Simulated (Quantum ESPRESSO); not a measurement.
# ZrB2: equation of state with r2SCAN

Crystal: ZrB2.

```xyz
3
Lattice="3.1700 0.0000 0.0000 -1.5850 2.7453 0.0000 0.0000 0.0000 3.5330" Properties=species:S:1:pos:R:3 pbc="T T T"
Zr    0.0000    0.0000    0.0000
B     1.5850    0.9151    1.7665
B     0.0000    1.8302    1.7665
```

```yaml
Program: Quantum ESPRESSO 7.5
Task: equation of state
Functional: r2SCAN
Potentials_or_basis: SG15 PBE 1.2
Cutoff: 952 eV
Density_cutoff: 3810 eV
k_mesh: 8 × 8 × 6
Occupations: fermi-dirac, width 0.05 eV
Spin: no spin polarisation
```

```
Equilibrium volume                        : 10.25 Å³/atom
Bulk modulus at fixed shape and positions : 243 GPa
Pressure derivative of the bulk modulus   : 3.9
```

Energy against volume, from the lowest point:
| volume (Å³/atom) | energy (meV/atom) |
| --- | --- |
| 9.634 | 30.70 |
| 9.839 | 13.14 |
| 10.044 | 3.14 |
| 10.249 | 0.00 |
| 10.454 | 3.07 |
| 10.659 | 11.79 |
| 10.864 | 25.63 |

All runs of the series together: 19 min on 2 threads of Arm Neoverse V2, on a shared host.

Caveat: the potentials were made for another functional, which shifts forces and pressure; the cell was scaled at fixed shape and fractional positions, which overstates the stiffness of a crystal with free parameters, most of all of layers and chains.
